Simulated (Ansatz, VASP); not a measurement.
# Two plane-wave programs on Rh

File INCAR:

```
SYSTEM = Rh
ALGO = Normal
EDIFF = 1E-7
ENCUT = 520
GGA = CA
ISIF = 2
ISMEAR = -1
LASPH = .True.
LCHARG = .True.
LELF = .True.
LREAL = .False.
LVHAR = .True.
LWAVE = .False.
NBANDS = 38
NELM = 100
PREC = Accurate
SIGMA = 0.05
```

KPOINTS

```
k-points
0
Gamma
  11 11 3
  0 0 0
```

POSCAR

```
Rh
1.0
    2.6736786789      0.0000000000      0.0000000000
   -1.3368393395      2.3154736575      0.0000000000
    0.0000000000      0.0000000000      8.7390209003
Rh
4
Direct
    0.6666666667      0.3333333333      0.7500000000
    0.0000000000      0.0000000000      0.5000000000
    0.3333333333      0.6666666667      0.2500000000
    0.0000000000      0.0000000000      0.0000000000
```

input.yaml

```yaml
crystal:
  lattice:
    - [2.6736786789, 0.0, 0.0]
    - [-1.3368393395, 2.3154736575, 0.0]
    - [0.0, 0.0, 8.7390209003]
  atoms:
    - { symbol: Rh, position: [0.6666666667, 0.3333333333, 0.75] }
    - { symbol: Rh, position: [0.0, 0.0, 0.5] }
    - { symbol: Rh, position: [0.3333333333, 0.6666666667, 0.25] }
    - { symbol: Rh, position: [0.0, 0.0, 0.0] }
hamiltonian:
  xc: lda
  pseudopotentials: { kind: paw }
kpoints:
  mp_grid: { grid: [11, 11, 3] }
scf:
  occupations: { method: fermi_dirac, width: 0.05 }
output:
  forces: true
  stress: true
  eigenvalues: true
```

This isn't the form of Rh at room conditions, which is fcc.

Alike in both runs: task single point; functional LDA; k mesh 11 × 11 × 3; occupations fermi-dirac, width 0.05 eV; no spin polarisation.

|  | VASP | Ansatz |
| --- | --- | --- |
| version | VASP 6.6.1 | Ansatz 0.2.0 |
| potentials or method | VASP PAW LDA potentials, release 64 (Rh_pv) | Ansatz PAW |
| plane-wave cutoff (eV) | 520 | 420 |
| valence electrons in the cell | 60 | 68 |

Ansatz gave:

* gap on the k mesh at the Fermi level (eV): none
* pressure (GPa): -6.2
* largest component of the traceless stress (GPa): 1.18

Question: Which values does VASP return?

Answer: gap on the k mesh at the Fermi level (eV): none; pressure (GPa): -5.3; largest component of the traceless stress (GPa): 1.18.

A gap of «none» marks a metal or a gap that the smearing closes. The two sets of potentials don't hold the same shells in valence.

Caveats: the PAW data sets come from PBE, with cores solved anew for the run's functional, which leaves a small shift of forces and pressure (Ansatz).
